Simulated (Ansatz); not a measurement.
ZrO2 (baddeleyite type, space group P2_1/c)

```
CELL_PARAMETERS angstrom
      5.18987     0.00000     0.00000
      0.00000     5.24188     0.00000
     -0.90466     0.00000     5.30184
ATOMIC_POSITIONS crystal
  Zr 0.27576 0.04379 0.21002
  Zr 0.72424 0.54379 0.28998
  Zr 0.72424 0.95621 0.78998
  Zr 0.27576 0.45621 0.71002
  O  0.06497 0.32630 0.35005
  O  0.93503 0.82630 0.14995
  O  0.93503 0.67370 0.64995
  O  0.06497 0.17370 0.85005
  O  0.45100 0.75674 0.47552
  O  0.54900 0.25674 0.02448
  O  0.54900 0.24326 0.52448
  O  0.45100 0.74326 0.97552
```

The atoms are displaced by Q × the pattern below (from a DFPT mode at Γ, largest move 1; Q in Å), at fixed cell.

```
atom       x       y       z
----  ------  ------  ------
Zr1   -0.714   0.192   0.674
Zr2    0.714   0.192  -0.674
Zr3   -0.714   0.192   0.674
Zr4    0.714   0.192  -0.674
O5    -0.312  -0.332  -0.057
O6     0.312  -0.332   0.057
O7    -0.312  -0.332  -0.057
O8     0.312  -0.332   0.057
O9    -0.338  -0.761  -0.144
O10    0.338  -0.761   0.144
O11   -0.338  -0.761  -0.144
O12    0.338  -0.761   0.144
```

The numbers are results of PBE (plane waves to 420 eV, PAW, scalar-relativistic; Ansatz, an electronic-structure program), not measurements. k mesh 5×5×5 (Γ-centred), Fermi-Dirac smearing 0.05 eV. Energies are smeared free energies. ZrO2 is run without spin polarisation. ZrO2 was relaxed with its symmetry unable to fall. ΔE is measured from the undisplaced structure.

```
Q (Å)    ΔE (meV/cell)
-------  -------------
-0.2800           3512
-0.2333           2366
-0.1867       withheld
-0.1400            819
-0.0933            360
-0.0467             89
0.0000               0
0.0467              89
0.0933             360
0.1400             819
0.1867        withheld
0.2333            2366
0.2800            3512
```

Fit an even polynomial form (powers 2, 4, 6) to the given rows and predict ΔE at Q = 0.1867.

Least squares on the 11 given rows: ΔE = (40970)·Q² + (39290)·Q⁴ + (120800)·Q⁶, in meV/cell with Q in Å; root-mean-square residual 0.3 meV/cell. At 0.1867 the fit gives 1481 meV/cell; the calculation gives 1481 meV/cell, the same to the digits shown. The quadratic term alone would give 1428 meV/cell.

(A displaced cell: forces are minus the slopes of the energy, force constants its curvatures, and phonons follow from these.)
